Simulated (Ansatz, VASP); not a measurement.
This is a calculation of GaP for Ansatz 0.2.0.

File input.yaml:

```yaml
crystal:
  lattice:
    - [0.0, 2.6884177822, 2.6884177822]
    - [2.6884177822, 0.0, 2.6884177822]
    - [2.6884177822, 2.6884177822, 0.0]
  atoms:
    - { symbol: Ga, position: [0.0, 0.0, 0.0] }
    - { symbol: P, position: [0.75, 0.75, 0.75] }
kpoints:
  mp_grid: { grid: [8, 8, 8] }
scf:
  occupations: { method: fermi_dirac, width: 0.05 }
hamiltonian:
  xc: pbesol
  pseudopotentials: { kind: all_electron, lapw: { basis_error: 0.0005 } }
output:
  forces: true
  stress: true
  eigenvalues: true
```

Potentials or basis: all-electron LAPW, scalar-relativistic.

Command:

```console
$ ansatz run input.yaml --threads 1 --pin off --max-ram 3072MiB --backend cpu --events-out ev --progress --plain --runs-dir out
```

Task: Translate it to VASP 6.6.1. Potentials there: VASP PAW PBE potentials, release 64 (Ga_d, P).

Result: As run (the cutoff follows the program's own potentials):

INCAR

```
SYSTEM = GaP
ALGO = Normal
EDIFF = 1E-7
ENCUT = 520
GGA = PS
ISIF = 2
ISMEAR = -1
LASPH = .TRUE.
LCHARG = .FALSE.
LREAL = .FALSE.
LWAVE = .FALSE.
NBANDS = 16
NELM = 60
PREC = Accurate
SIGMA = 0.05
```

KPOINTS

```
k-points
0
G
  8 8 8
  0 0 0
```

The input POSCAR:

```
GaP
1.0
    0.0000000000      2.6884177822      2.6884177822
    2.6884177822      0.0000000000      2.6884177822
    2.6884177822      2.6884177822      0.0000000000
Ga P
1 1
Direct
    0.0000000000      0.0000000000      0.0000000000
    0.7500000000      0.7500000000      0.7500000000
```

Potentials or basis: VASP PAW PBE potentials, release 64 (Ga_d, P).

Command:

```bash
$ cat potpaw_PBE.64/Ga_d/POTCAR potpaw_PBE.64/P/POTCAR > POTCAR
$ mpirun -np 1 vasp_std > vasp.out
```

Both were run:

|  | VASP | Ansatz | Ansatz less VASP |
| --- | --- | --- | --- |
| gap on the k mesh at the Fermi level (eV) | 1.43 | 1.43 | -0.001 |
| least direct gap on the mesh (eV) | 2.09 | 2.08 | -0.006 |
| pressure (GPa) | 3.1 | 3.1 | +0.05 |

Ansatz ran all-electron here, so the differences hold the error of VASP's frozen core and of both bases.

Caveats: the PAW data sets were made with another functional, which shifts forces and pressure a little (VASP). A k mesh can miss the band edges.
